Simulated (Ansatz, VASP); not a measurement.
One calculation of Au, two programs

```
CELL_PARAMETERS angstrom
-1.55905 1.55905 1.55905
1.55905 -1.55905 1.55905
1.55905 1.55905 -1.55905
ATOMIC_POSITIONS crystal
Au 0.00000 0.00000 0.00000
```

Alike in both runs: functional LDA; k mesh 17 × 17 × 17; occupations fermi-dirac, width 0.1 eV; no spin polarisation.

Ansatz relaxed the structure, and its values are those at the end. VASP's run is a single point on that final structure, the one shown.

|  | VASP | Ansatz |
| --- | --- | --- |
| version | VASP 6.6.1 | Ansatz 0.2.0 |
| potentials or method | VASP PAW LDA potentials, release 64 (Au) | PAW with Ansatz's default frozen-core files, scalar-relativistic |
| plane-wave cutoff (eV) | 520 | 420 |
| valence electrons in the cell | 11 | 19 |

Ansatz gave:

* pressure (GPa): 23.0

Q: Estimate VASP's values.

A: Pressure (GPa): 23.7.

The two sets of potentials don't hold the same shells in valence.

Caveats: so large a pressure means that the cell lies far from this level's equilibrium, or that cutoff or potentials fall short (VASP). Spin-orbit coupling is left out, which matters for the levels of Au.
